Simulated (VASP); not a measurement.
# BP: single point with r2SCAN

BP:

```
B P
1.0
     2.70805    0.00000    0.00000
     0.00000    2.70805    0.00000
     0.00000    0.00000    2.70805
B P
1 1
Direct
  0.00000 0.00000 0.00000
  0.50000 0.50000 0.50000
```

The cell was built by a generator and needn't be a form met in nature.

```
Program             : VASP 6.6.1
Task                : single point
Functional          : r2SCAN
Potentials or basis : VASP PAW PBE potentials, release 64 (B, P)
Cutoff              : 520 eV
k mesh              : 6 × 6 × 6
Occupations         : gaussian, width 0.01 eV
Spin                : no spin polarisation
```

```json
{"Pressure": "3.9 GPa", "Band gap on the k mesh": "none (metal or under the smearing width)"}
```

Levels at points of the mesh, in eV from the Fermi level:
| k point | band 1 | band 2 | band 3 | band 4 | band 5 | band 6 | band 7 | band 8 |
| --- | --- | --- | --- | --- | --- | --- | --- | --- |
| (0.00, 0.00, 0.00) | -18.42 | -1.27 | -1.27 | -1.27 | 2.43 | 4.55 | 4.55 | 11.74 |
| (0.50, 0.00, 0.00) | -14.41 | -12.42 | 3.02 | 3.02 | 3.55 | 3.55 | 5.61 | 6.65 |
| (0.50, 0.50, 0.00) | -9.89 | -8.77 | -8.77 | -6.69 | 5.49 | 5.86 | 9.05 | 9.05 |
| (0.50, 0.50, 0.50) | -5.82 | -4.13 | -4.13 | -4.13 | -3.41 | -3.41 | -3.41 | -1.87 |

Wall time 18 s on 1 thread of Intel(R) Xeon(R) 6975P-C (Granite Rapids), with other jobs on the host, peak memory 0.11 GiB.

Caveat: the k mesh is coarse (spacing up to 0.39 Å⁻¹), so the values aren't converged; the PAW data sets were made with another functional, which shifts forces and pressure a little.
